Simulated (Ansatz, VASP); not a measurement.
# KF in VASP and in Ansatz

The input INCAR:

```
PREC = Accurate ; ENCUT = 600
EDIFF = 1E-6 ; ISMEAR = 0
SIGMA = 0.02 ; LREAL = F
LASPH = T ; NELM = 100
ALGO = Normal ; ISIF = 3
LWAVE = F ; LCHARG = F
GGA = PE ; IBRION = 2
NSW = 100 ; EDIFFG = -0.01
```

File KPOINTS:

```
regular mesh
0
Gamma
  8 8 8
```

The input POSCAR:

```
KF
1.0
    0.0000000000      2.7049927231      2.7049927231
    2.7049927231      0.0000000000      2.7049927231
    2.7049927231      2.7049927231      0.0000000000
K F
1 1
Direct
    0.5000000000      0.5000000000      0.5000000000
    0.0000000000      0.0000000000      0.0000000000
```

Input for Ansatz:

```yaml
crystal:
  lattice:
    - [0.0, 2.7049927231, 2.7049927231]
    - [2.7049927231, 0.0, 2.7049927231]
    - [2.7049927231, 2.7049927231, 0.0]
  atoms:
    - { symbol: K, position: [0.5, 0.5, 0.5] }
    - { symbol: F, position: [0.0, 0.0, 0.0] }
basis:
  ecutwfc: 420
kpoints:
  mp_grid: { grid: [8, 8, 8] }
hamiltonian:
  xc: pbe
scf:
  occupations: { method: gaussian, width: 0.02 }
output:
  forces: true
  stress: true
  eigenvalues: true
relax:
  adjacent_minimum: "off"
  f_tol: 0.01
  max_steps: 80
  cell: { stress_tol: 0.05 }
```

Alike in both runs: task relaxation of cell and atoms; functional PBE; k mesh 8 × 8 × 8; occupations gaussian, width 0.02 eV; no spin polarisation.

|  | VASP | Ansatz |
| --- | --- | --- |
| version | VASP 6.6.1 | Ansatz 0.2.0 |
| potentials or method | VASP PAW PBE potentials, release 64 (K_sv, F) | scalar-relativistic, plane waves, PAW |
| plane-wave cutoff (eV) | 600 | 420 |
| valence electrons in the cell | 16 | 16 |

```csv
,VASP,Ansatz,Ansatz less VASP
"gap on the k mesh at the Fermi level, each at its own relaxed structure (eV)",5.95,5.96,+0.015
relaxed volume (Å³/atom),19.91,19.91,-0.005
relaxed cell length with the largest relative difference (Å),3.833,3.833,-0.0003
```

A k mesh can miss the band edges.
